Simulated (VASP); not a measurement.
Input of a VASP 6.6.1 run:

File INCAR:

```
SYSTEM = TaSi2
  PREC = Accurate
  ENCUT = 520
  EDIFF = 1E-8
  ISMEAR = 0
  SIGMA = 0.02
  LREAL = .False.
  LASPH = .True.
  NELM = 80
  ALGO = Fast
  ISIF = 2
  LWAVE = .False.
  LCHARG = .False.
  GGA = PS
  LEFG = .True.
```

The input KPOINTS:

```
Automatic mesh
0
Gamma
  5 5 3
  0 0 0
```

File POSCAR:

```
TaSi2
1.0
    4.7800000000      0.0000000000      0.0000000000
   -2.3900000000      4.1396014301      0.0000000000
    0.0000000000      0.0000000000      6.5640000000
Ta Si
3 6
Direct
    0.0000000000      0.5000000000      0.1666666667
    0.5000000000      0.5000000000      0.8333333333
    0.5000000000      0.0000000000      0.5000000000
    0.3333000000      0.1666500000      0.1666666667
    0.1666500000      0.8333500000      0.8333333333
    0.8333500000      0.6667000000      0.5000000000
    0.6667000000      0.8333500000      0.1666666667
    0.8333500000      0.1666500000      0.8333333333
    0.1666500000      0.3333000000      0.5000000000
```

Potentials or basis: VASP PAW PBE potentials, release 64 (Ta_pv, Si).

Launch:

```console
$ cat potpaw_PBE.64/Ta_pv/POTCAR potpaw_PBE.64/Si/POTCAR > POTCAR
$ mpirun -np 1 vasp_std > vasp.out
```

Problem. Predict the largest force.

Solution. 0.756 eV/Å.

Problem. Estimate the pressure.

Solution. -0.9 GPa.

Problem. Estimate the band gap on the k mesh.

Solution. None (metal or under the smearing width).

Forces on the atoms (eV/Å):
```
Ta   0.000  0.000  0.000
Ta   0.000  0.000  0.000
Ta   0.000  0.000  0.000
Si  -0.654 -0.378  0.000
Si  -0.654  0.378  0.000
Si   0.000  0.756  0.000
Si   0.654  0.378  0.000
Si   0.654 -0.378  0.000
Si   0.000 -0.756  0.000
```

Caveat: the PAW data sets were made with another functional, which shifts forces and pressure a little; the cell's inner coordinates are idealised or old, which leaves forces on the atoms. The run has no spin-orbit coupling, so splittings on Ta are missing.
